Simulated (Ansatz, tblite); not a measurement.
Li2O: GFN2-xTB, run from Python

These are simulated results from tblite 0.8.0, not measurements. The cell began as a measured structure and was relaxed with r2SCAN in plane waves (Ansatz 0.2.0). All runs are without spin polarisation.

The symmetry is Fm-3m (No. 225, cubic); conventional cell a = 4.573 Å, 7.97 Å³ an atom. Li has 4 O at 1.98 Å; O has 8 Li at 1.98 Å.

tblite solves periodic systems at the zone centre alone, so the script builds a cluster of 2×2×2 conventional cells (96 atoms), which folds in a coarse mesh of k points.

Input script:

```python
import json
from ase import Atoms
from ase.build import make_supercell
from ase.units import Bohr, GPa, Hartree
from tblite.interface import Calculator

atoms = Atoms(['Li', 'Li', 'O'],
              cell=[[-0.0, 2.286369, 2.286369], [2.286369, -0.0, 2.286369], [2.286369, 2.286369, -0.0]],
              scaled_positions=[[0.25, 0.25, 0.25], [0.75, 0.75, 0.75], [-0.0, 0.0, -0.0]],
              pbc=True)
cluster = make_supercell(atoms, [[-2, 2, 2], [2, -2, 2], [2, 2, -2]])
calc = Calculator('GFN2-xTB', cluster.numbers, cluster.positions / Bohr, lattice=cluster.cell[:] / Bohr, periodic=cluster.pbc)
calc.set('temperature', 0.02 / Hartree)
calc.set('max-iter', 150)
res = calc.singlepoint()
levels = res.get('orbital-energies') * Hartree
nv = round(res.get('orbital-occupations').sum() / 2)
cells = len(cluster) // len(atoms)
out = {'energy_per_cell': res.get('energy') * Hartree / cells, 'homo': levels[nv - 1], 'lumo': levels[nv],
       'stress': (-res.get('virial') * Hartree / cluster.get_volume() / GPa).tolist(), 'charges': res.get('charges')[:len(atoms)].tolist(), 'electrons': 2 * nv / cells}
json.dump(out, open('results.json', 'w'))
for key, value in out.items():
    print(key, value)
```

Command: `python run.py`. It took 13 s on 1 thread of Arm Neoverse V2, on a shared host, peak memory 0.11 GiB.

Output:

```
------------------------------------------------------------
  cycle        total energy    energy error   density error
------------------------------------------------------------
      1     -130.2665923493  -1.3174850E+02   3.5636648E-01
      2     -147.6777459790  -1.7411154E+01   7.1131995E-02
      3     -148.2867372929  -6.0899131E-01   4.1280887E-02
      4     -148.2974061640  -1.0668871E-02   5.8581074E-03
      5     -148.3030190227  -5.6128587E-03   3.3838297E-03
      6     -148.3039870615  -9.6803881E-04   2.3363523E-03
      7     -148.3048609496  -8.7388807E-04   2.2429901E-04
      8     -148.3048661083  -5.1587427E-06   1.0060188E-05
      9     -148.3048661249  -1.6606492E-08   3.7667435E-06
------------------------------------------------------------

 total:                                  12.492 sec
energy_per_cell -126.11190504429796
homo -15.407584480380336
lumo -15.407584480375654
stress [[14.131421124714741, -2.1351171231773747e-06, -2.1351158669844935e-06], [-2.1351171236113715e-06, 14.131421124715336, -2.135093524806742e-06], [-2.1351158667501e-06, -2.1350935250809745e-06, 14.131421124715377]]
charges [0.1994978786859968, 0.199477186020161, -0.3989785023619752]
electrons 8.0
```

The cycle table is in hartree for the whole cluster, and the lines after it are in eV (the energy for one cell). The printed stress is in GPa and positive in compression, and the pressure is its mean diagonal.

GFN2-xTB gives no gap at the points read. On the same cell, plane-wave PBE (Ansatz, 10×10×10 k points and the special points) gives a gap of 5.05 eV and r2SCAN a gap of 5.77 eV; on shared hosts these took about 1.2 and 2.6 core-seconds on the 3-atom cell, against 13 for the script. Semilocal gaps usually lie below measured ones. This method closes a gap that PBE finds, a failure in kind.

The same script was run on cells scaled at fixed shape and fractional coordinates:

| volume (Å³/atom) | energy (meV/atom) | pressure (GPa, positive in compression) | gap (eV) |
| --- | --- | --- | --- |
| 7.01 | 127.0 | 29.97 | 0.00 |
| 7.49 | 51.8 | 20.90 | 0.00 |
| 7.97 | 0.0 | 14.13 | 0.00 |
| 8.45 | -34.3 | 9.08 | 0.00 |
| 8.92 | -55.5 | 5.31 | 0.00 |

The minimum lies beyond the largest of these volumes.

xTB was fitted mostly to molecules, and a small cluster samples few k points, so gaps, pressures and kinks along a curve can be far from a solid's.
